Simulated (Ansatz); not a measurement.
## How the vibrations of BN change with volume

These are results of DFT PBEsol, scalar-relativistic, plane waves, PAW (Ansatz), not measurements. Plane waves to 420 eV; Γ-centred k mesh 12×12×12; fixed occupations. No spin polarisation. Phonons by linear response, acoustic sum rule imposed.

The cell, relaxed at this level:
```cif
data_structure
_symmetry_space_group_name_H-M 'F-43m'
_symmetry_Int_Tables_number 216
_cell_length_a 3.6057
_cell_length_b 3.6057
_cell_length_c 3.6057
_cell_angle_alpha 90.000
_cell_angle_beta 90.000
_cell_angle_gamma 90.000
_cell_volume 46.88
loop_
_atom_site_label
_atom_site_type_symbol
_atom_site_symmetry_multiplicity
_atom_site_Wyckoff_symbol
_atom_site_fract_x
_atom_site_fract_y
_atom_site_fract_z
_atom_site_occupancy
B1 B 4 a 0.00000 0.00000 0.00000 1
N1 N 4 c 0.25000 0.25000 0.25000 1
```

Cells at 0.98 and 1.02 times the equilibrium volume were relaxed in shape and atoms; γ = −d ln ν / d ln V, modes matched by rank.

**Question.** Give the optical frequencies at Γ without the LO field (cm⁻¹) at the three volumes and the mode Grüneisen parameters.

**Answer.**
| 0.98 V | V | 1.02 V | γ | degeneracy |
| --- | --- | --- | --- | --- |
| 1073 | 1047 | 1021 | 1.24 | 3 |

**Question.** What pressures hold the two strained cells, and what bulk modulus follows?

**Answer.** 8.08 GPa at 0.98 V and -7.37 GPa at 1.02 V, so B = −dP/d ln V ≈ 386 GPa.

**Question.** How does the gap respond?

**Answer.** It is 4.32, 4.30 and 4.28 eV at 0.98, 1 and 1.02 V: dE_g/d ln V = -1.0 eV.

**Question.** And the dielectric constants (a third of the trace)?

**Answer.** ε∞: 4.61, 4.63, 4.65; ε0: 6.8, 6.9, 7.0, in order of rising volume.